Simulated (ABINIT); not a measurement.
# FeO (Pm-3m) in ABINIT: further runs, part 3 of 3

ABINIT 10.8.3 (patched build). Earlier steps stand in the parts before.

### Step 4. Phonons, LDA+U, collinear spin, ferromagnetic start (cell relaxed at zero pressure by an earlier run)

Input file run.abi:

```
# Datasets
ndtset 2

# Pseudopotentials
pp_dirpath "./"
pseudos "Fe.LDA_PW-JTH.xml, O.LDA_PW-JTH.xml"

# Structure
acell 2.58978703 2.58978703 2.58978703 Angstrom
rprim
     1.0000000000     0.0000000000     0.0000000000
     0.0000000000     1.0000000000     0.0000000000
     0.0000000000     0.0000000000     1.0000000000
ntypat 2
znucl 26 8
natom 2
typat 1 2
chkprim 0
chksymtnons 0
tolsym 1.0e-6
xred
            0.0            0.0            0.0
            1/2            1/2            1/2

# Plane-wave basis
ecut 707.496042 eV
pawecutdg 48.0
ecutsm 0.5

# k points
ngkpt 8 8 8
nshiftk 1
shiftk 0.5 0.5 0.5

# Exchange and correlation
ixc 7

# Bands and occupations
nband 20
occopt 3
tsmear 0.00183747

# Spin
nsppol 2
spinat
     0.0000000000     0.0000000000     3.0000000000
     0.0000000000     0.0000000000     0.0000000000

# DFT+U
usepawu 1
lpawu 2 -1
upawu 5.0 0.0 eV
jpawu 0.0 0.0 eV

# SCF cycle
nstep 80

# Output
prteig 0
prtebands 0
prtwf 0
prtden 0
prtpot 0

# Dataset 1: ground state
kptopt1 1
tolvrs1 1.0e-11
prtwf1 1
tolwfr1 1.0e-14
nbdbuf1 4
nline1 6

# Dataset 2: response at q = 0 to atomic displacements
rfphon2 1
rfatpol2 1 2
rfdir2 1 1 1
getwfk2 1
kptopt2 2
nqpt2 1
qpt2 0.0 0.0 0.0
tolvrs2 1.0e-9
```

Input file mrgddb.in:

```
merged_DDB
FeO
2
runo_DS1_DDB
runo_DS2_DDB
```

Input file anaddb.abi:

```
ddb_filepath "merged_DDB"
output_file "anaddb.abo"
outdata_prefix "ana"
asr 1
chneut 0
dipdip 0
dieflag 0
enunit 0
eivec 1
nph1l 1
qph1l 0.0 0.0 0.0 1.0
```

Potentials or basis: JTH PAW LDA v2.0.

The run is started by

```sh
> abinit run.abi > log 2>&1
> mrgddb < mrgddb.in > mrgddb.log 2>&1
> anaddb anaddb.abi > anaddb.log 2>&1
```

run.abo:

```text
.Version 10.8.3 of ABINIT
 DATASET    1 : space group Pm -3 m (#221); Bravais cP (primitive cubic)
================================================================================
 Values of the parameters that define the memory need for DATASET  1.
     intxc =       0    ionmov =       0      iscf =      17    lmnmax =      18
     lnmax =       6     mgfft =      24  mpssoang =       3    mqgrid =    3001
     natom =       2  nloc_mem =       2    nspden =       2   nspinor =       1
    nsppol =       2      nsym =      48    n1xccc =       1    ntypat =       2
    occopt =       3   xclevel =       1
       mpw =         747          nfft =       13824          nkpt =          20
 PAW method is used; the additional fine FFT grid is defined by:
   mgfftf=        32    nfftf =     32768
================================================================================
================================================================================

 DATASET    2 : space group Pm -3 m (#221); Bravais cP (primitive cubic)
================================================================================
 Values of the parameters that define the memory need for DATASET  2 (RF).
     intxc =       0      iscf =       7    lmnmax =      18     lnmax =       6
     mgfft =      24  mpssoang =       3    mqgrid =    3001     natom =       2
  nloc_mem =       2    nspden =       2   nspinor =       1    nsppol =       2
      nsym =      48    n1xccc =       1    ntypat =       2    occopt =       3
   xclevel =       1
      nfft =       13824          nkpt =         256
================================================================================
================================================================================

--------------------------------------------------------------------------------
------------- Echo of variables that govern the present computation ------------
--------------------------------------------------------------------------------
 -outvars: echo values of preprocessed input variables --------
            acell      4.8939882111E+00  4.8939882111E+00  4.8939882111E+00 Bohr
              amu      5.58470000E+01  1.59994000E+01
          chkprim           0
      chksymtnons           0
             ecut      2.60000000E+01 Hartree
           ecutsm      5.00000000E-01 Hartree
           getwfk1          0
           getwfk2          1
             iscf1         17
             iscf2          7
              ixc           7
           jdtset        1    2
                       outvar_i_n : Printing only first  50 k-points.
           kptopt1          1
           kptopt2          2
         kptrlatt        8    0    0      0    8    0      0    0    8
          kptrlen      3.91519057E+01
            lpawu           2      -1
            natom           2
            nband1         20
            nband2         20
           nbdbuf1          4
           nbdbuf2          2
           ndtset           2
            ngfft          24      24      24
          ngfftdg          32      32      32
             nkpt1         20
             nkpt2        256
            nline1          6
            nline2          4
[... 627 lines left out ...]
    (2DErelax=   -2.2456399058E+02 Ha. 2DEnonrelax=    2.2522651371E+02 Ha)
    (  non-var. 2DEtotal :    6.6252071857E-01 Ha)

--------------------------------------------------------------------------------
 Perturbation wavevector (in red.coord.)   0.000000  0.000000  0.000000
 Perturbation : displacement of atom   2   along direction   1
 Found     8 symmetries that leave the perturbation invariant.
 symkpt : the number of k-points, thanks to the symmetries,
 is reduced to    40 .

--------------------------------------------------------------------------------

--------------------------------------------------------------------------------

 dfpt_looppert : total number of electrons, from k and k+q
  fully or partially occupied states are    2.200000E+01 and    2.200000E+01.
 Initialisation of the first-order wave-functions :
  ireadwf=   0

--- !BeginCycle
iteration_state: {dtset: 2, }
solver: {iscf: 7, nstep: 80, nline: 4, wfoptalg: 10, }
tolerances: {tolvrs: 1.00E-09, }
...

     iter   2DEtotal(Ha)        deltaE(Ha) residm    vres2    difmagsph maxmagsph
-ETOT  1   132.79324013764     -3.080E+02 4.910E+00 8.526E+05 2.159E-05 2.159E-05
 ETOT  2   6.0739353432758     -1.267E+02 3.479E-01 4.672E+04 1.352E-05 9.369E-06
 ETOT  3  0.79849986846723     -5.275E+00 2.995E-02 6.490E+02 2.601E-05 1.794E-05
 ETOT  4  0.72275954590493     -7.574E-02 1.026E-03 3.130E+00 5.753E-05 3.959E-05
 ETOT  5  0.72242990565719     -3.296E-04 1.833E-05 8.910E-02 1.330E-04 9.345E-05
 ETOT  6  0.72240165748083     -2.825E-05 1.504E-07 6.260E-03 2.397E-04 1.463E-04
 ETOT  7  0.72240131356984     -3.439E-07 1.028E-08 3.996E-03 3.379E-04 1.916E-04
 ETOT  8  0.72240023463832     -1.079E-06 1.300E-09 1.567E-04 2.129E-04 2.125E-05
 ETOT  9  0.72240020326076     -3.138E-08 3.284E-10 2.450E-05 3.071E-05 9.462E-06
 ETOT 10  0.72240019618023     -7.081E-09 2.327E-11 3.123E-06 6.109E-06 3.353E-06
 ETOT 11  0.72240019552516     -6.551E-10 2.543E-12 1.489E-07 3.269E-06 2.741E-07
 ETOT 12  0.72240019548412     -4.104E-11 2.825E-13 1.233E-08 3.889E-07 4.154E-07
 ETOT 13  0.72240019549447      1.035E-11 1.803E-14 6.346E-10 3.823E-07 3.304E-08

 At SCF step   13       vres2   =  6.35E-10 < tolvrs=  1.00E-09 =>converged.
 Integrated electronic and magnetization densities in atomic spheres:
 ------------------------------------------------------------------------------------------------------------
 Radius=ratsph(iatom), smearing ratsm=  0.0000. Diff(up-dn)=approximate z local magnetic moment.
    Atom    Radius    up_density   dn_density  Total(up+dn)  Diff(up-dn)
    1 Fe   2.11532    -0.000000    -0.000000     -0.000000     0.000000
    2  O   1.41465     0.000000     0.000000      0.000000     0.000000
 ------------------------------------------------------------------------------------------------------------
  Sum:                 0.000000    -0.000000     -0.000000     0.000000
 Total magnetization (from the atomic spheres):                0.000000
 Total magnetization (exact up - dn):                          0.000000

================================================================================

 ----iterations are completed or convergence reached----

 Mean square residual over all n,k,spin=   12.608E-16; max=  18.033E-15

 2DEtotal=    0.7224001955E+00 Ha. Also 2DEtotal=    0.196575107438E+02 eV
    (2DErelax=   -4.4005007553E+02 Ha. 2DEnonrelax=    4.4077247573E+02 Ha)
    (  non-var. 2DEtotal :    7.2239699412E-01 Ha)

================================================================================

 ---- first-order wavefunction calculations are completed ----

 ==> Compute Derivative Database <==

  Dynamical matrix, in cartesian coordinates,
   if specified in the inputs, asr has been imposed
     j1       j2             matrix element
  dir pert dir pert     real part    imaginary part

   1    1   1    1         0.0284054211         0.0000000000
   1    1   1    2        -0.0284054211         0.0000000000

   2    1   2    1         0.0284054211         0.0000000000
   2    1   2    2        -0.0284054211         0.0000000000
[... 10 lines left out ...]
   3    2   3    1        -0.0284055365         0.0000000000
   3    2   3    2         0.0284055365         0.0000000000

  Phonon wavevector (reduced coordinates) :  0.00000  0.00000  0.00000
 Phonon energies in Hartree :
   0.000000E+00  0.000000E+00  0.000000E+00  1.119366E-03  1.119366E-03
   1.119366E-03
 Phonon frequencies in cm-1    :
   0.000000E+00  0.000000E+00  0.000000E+00  2.456724E+02  2.456724E+02
   2.456724E+02

== END DATASET(S) ==============================================================
================================================================================

 -outvars: echo values of variables after computation  --------
            acell      4.8939882111E+00  4.8939882111E+00  4.8939882111E+00 Bohr
           etotal1    -1.4057275446E+02
           etotal2     7.2240019549E-01
            fcart1    -0.0000000000E+00 -0.0000000000E+00 -0.0000000000E+00
                      -0.0000000000E+00 -0.0000000000E+00 -0.0000000000E+00
            fcart2     0.0000000000E+00  0.0000000000E+00  0.0000000000E+00
                       0.0000000000E+00  0.0000000000E+00  0.0000000000E+00
           strten1     9.2933720073E-06  9.2933720072E-06  9.2933720073E-06
                       0.0000000000E+00  0.0000000000E+00  0.0000000000E+00
           strten2     0.0000000000E+00  0.0000000000E+00  0.0000000000E+00
                       0.0000000000E+00  0.0000000000E+00  0.0000000000E+00
           xangst      0.0000000000E+00  0.0000000000E+00  0.0000000000E+00
                       1.2948935150E+00  1.2948935150E+00  1.2948935150E+00
             xred      0.0000000000E+00  0.0000000000E+00  0.0000000000E+00
                       5.0000000000E-01  5.0000000000E-01  5.0000000000E-01
 Calculation completed.
```

Run time: 2.1 min. Hardware: 1 thread of Arm Neoverse V1, shared host; peak memory 0.33 GiB.

Results:

- Free energy: -3825.1795 eV
- Pressure: -0.3 GPa
- Net moment: 4.00 μB per cell
- Site moments: Fe +3.66; O +0.26 μB
- Highest phonon frequency at Γ, LO-TO splitting left out: 246 cm⁻¹

Phonon frequencies in cm⁻¹ (negative: imaginary):
| q point | frequencies |
| --- | --- |
| (0.000, 0.000, 0.000) | 0 0 0 246 246 246 |

Caveat: the mesh is coarse for a metal's response; a cell with one magnetic atom can't hold antiferromagnetic order, which such compounds often take. The state reached can hang on the start; a lower one may exist.

### Step 5. Overview

```tsv
task	cell	k mesh	cell freedom (optcell)	optimiser (ionmov)	cutoff smearing ecutsm (Ha)	force stop (Ha/bohr)	stop of the response cycle (tolvrs)	gap on the mesh (eV)	pressure (GPa)	moment (μB)
relaxation of cell and atoms	relaxed	8 × 8 × 8	2	2	0.5	2e-05	-	none	0.0	4.00
single point	cell relaxed	8 × 8 × 8	-	-	-	-	-	none	-0.6	4.00
phonons	cell relaxed at zero pressure by an earlier run	8 × 8 × 8, shifted	-	-	0.5	-	1e-09	-	-0.3	4.00
```

Alike in all rows: level LDA+U; potentials or basis JTH PAW LDA v2.0; spin collinear, ferromagnetic start; Fe d U = 5 eV; cutoff (eV) 707; smearing fermi-dirac 0.05 eV.

Caveats: a cell with one magnetic atom can't hold antiferromagnetic order, which such compounds often take; the mesh is coarse for a metal's response (some runs).

Total energies depend on the potentials used, so only differences within one code and one set of settings carry meaning.
